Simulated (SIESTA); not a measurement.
Crystal: Pd.

```xyz
1
Lattice="0.0000 1.9465 1.9465 1.9465 0.0000 1.9465 1.9465 1.9465 0.0000" Properties=species:S:1:pos:R:3 pbc="T T T"
Pd    0.0000    0.0000    0.0000
```

Base run:

```yaml
Program: SIESTA 5.4.2
Functional: RPBE
Potentials_or_basis: PseudoDojo 0.4 standard (PBE files)
Basis: DZP (energy shift 0.003 Ry; two zetas on semicore shells)
Grid_cutoff: 800 Ry
Energy_shift: 0.003 Ry
k_mesh: 12 × 12 × 12
Occupations: fermi-dirac, width 0.05 eV
Spin: no spin polarisation
```

Its results: band gap on the k mesh none (metal or under the smearing width); pressure 12.2 GPa.

Question: After a change of settings the same cell gave: band gap on the k mesh none (metal or under the smearing width); pressure -7.7 GPa. Which change was it?
A. functional from RPBE to PBE; basis from DZP (energy shift 0.003 Ry; two zetas on semicore shells) to TZP (energy shift 0.003 Ry; two zetas on semicore shells)
B. functional from RPBE to PBE; basis from DZP (energy shift 0.003 Ry; two zetas on semicore shells) to DZ (energy shift 0.003 Ry; two zetas on semicore shells)
C. functional from RPBE to PBE; basis from DZP (energy shift 0.003 Ry; two zetas on semicore shells) to TZDP (energy shift 0.003 Ry; two zetas on semicore shells)
D. functional from RPBE to LDA; potentials or basis from PseudoDojo 0.4 standard (PBE files) to PseudoDojo 0.4 standard (LDA files)

Answer: D.

Caveats: the basis of atomic orbitals isn't converged, which shifts pressures, moduli and gaps; the potentials were made for another functional, which shifts forces and pressure (some runs).
